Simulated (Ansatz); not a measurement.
# Si₂Mo: a line through a two-coordinate scan

How does the energy of Si₂Mo (I4/mmm, No. 139; 3 atoms in the cell) vary with amplitude of mode 7 (333 cm⁻¹), at amplitude of mode 4 (278 cm⁻¹) = −0.077 Å?

Computed with Ansatz 0.2.0 (DFT PBEsol, scalar-relativistic, plane waves, PAW, unless a step's input says otherwise).

1 further run of the same task is left out (set aside as unsound or not needed). Runs told in other sessions of the task aren't counted.

**1. The system as given**

Symmetry: I4/mmm, No. 139, tetragonal system. Conventional cell: a = 3.190 Å, b = 3.190 Å, c = 7.822 Å, α = 90.00°, β = 90.00°, γ = 90.00°. Si (site symmetry 4mm) is surrounded by 5 Si at 2.58 to 2.62 Å and 5 Mo at 2.60 to 2.62 Å. Mo (site symmetry 4/mmm) is surrounded by 10 Si at 2.60 to 2.62 Å.

Structure file:

```xyz
3
Lattice="-1.5951 1.5951 3.9109 1.5951 -1.5951 3.9109 1.5951 1.5951 -3.9109" Properties=species:S:1:pos:R:3 pbc="T T T"
Si    0.0000    0.0000    2.6208
Si    0.0000    0.0000    5.2011
Mo    0.0000    0.0000    0.0000
```

It is the result of an earlier relaxation at this level (volume 13.27 Å³/atom; gap on the mesh: none (metal)).

**2. The scan**

The energy is mapped over two normal modes frozen in (zone-centre modes of the cell shown).

The axes are (1) amplitude of mode 4 (278 cm⁻¹), largest displacement: 9 values from −0.154 Å; (2) amplitude of mode 7 (333 cm⁻¹), largest displacement: 9 values from −0.114 Å.

Nothing else is relaxed (the cell and all other modes fixed). Energies count from the relaxed high-symmetry cell. Points are written as (first, second).

The modes come from a phonon run on the reference cell, made beforehand.

Displacement patterns for an amplitude of 1 (Å):

| atom | x1 | y1 | z1 | x2 | y2 | z2 |
| --- | --- | --- | --- | --- | --- | --- |
| Si1 | 1.000 | 0.000 | 0.000 | 1.000 | 0.000 | 0.000 |
| Si2 | 1.000 | 0.000 | 0.000 | -1.000 | 0.000 | 0.000 |
| Mo3 | -0.585 | 0.000 | 0.000 | 0.000 | 0.000 | 0.000 |

**3. The run at (−0.077 Å, −0.114 Å)**

input.yaml

```yaml
crystal:
  lattice:
    - [-1.5951226549, 1.5951226549, 3.9109090651]
    - [1.5951226549, -1.5951226549, 3.9109090651]
    - [1.5951226549, 1.5951226549, -3.9109090651]
  atoms:
    - { symbol: Si, position: [0.3350567058, 0.2751867016, -0.0598700042] }
    - { symbol: Si, position: [0.6649432942, 0.6765411484, 0.0115978542] }
    - { symbol: Mo, position: [0.0, 0.0141294771, 0.0141294771] }
basis:
  ecutwfc: 420
kpoints:
  mp_grid: { grid: [18, 18, 18] }
hamiltonian:
  xc: pbesol
  pseudopotentials: { kind: paw, azcp: { folder: soft_1 } }
scf:
  occupations: { method: gaussian, width: 0.15 }
output:
  forces: true
  stress: true
  eigenvalues: true
```

The run is started by

```console
$ ansatz run input.yaml --threads 2 --pin off --max-ram 4096MiB --backend cpu --events-out ev --progress --plain --runs-dir out
```

The session goes on with these runs: the other points of the line.

What does the calculation give? Wanted: for each run, amplitude of mode 7; energy; slope; pressure; largest force on an atom.

As calculated:

```
amplitude of mode 7 (333 cm⁻¹), largest displacement (Å)  step  energy (meV)  slope (meV per Å)  pressure (GPa)  largest force on an atom (eV/Å)
                                                  −0.114     3           224              −2609            2.83                             1.93
                                                  −0.086     4           159              −1956            2.07                             1.60
                                                  −0.057     5           112              −1303            1.52                             1.28
                                                  −0.029     6            84               −651            1.19                             1.24
                                                   0.000     7            75                  0            1.08                             1.23
                                                   0.029     –            84                651            1.19                             1.24
                                                   0.057     –           112               1303            1.52                             1.28
                                                   0.086     –           159               1956            2.07                             1.60
                                                   0.114     –           224               2609            2.83                             1.93
```

Energies count from the relaxed high-symmetry cell. Rows without a step come from runs not printed here or follow by symmetry. Slopes come from the forces (and the stress, where the cell changes), not from differences of energies.

**Reading.** Of the points computed the energy is lowest at 0.000 Å, 75 meV from the zero. A fit to energies and slopes at the lowest point and its two neighbours puts the minimum at 0.0000 Å, with a curvature of about 23000 meV per Å². The highest point computed, at −0.114 Å, lies 149 meV above the lowest. This is one cut through a surface in two coordinates; the map's lowest point lies off it.
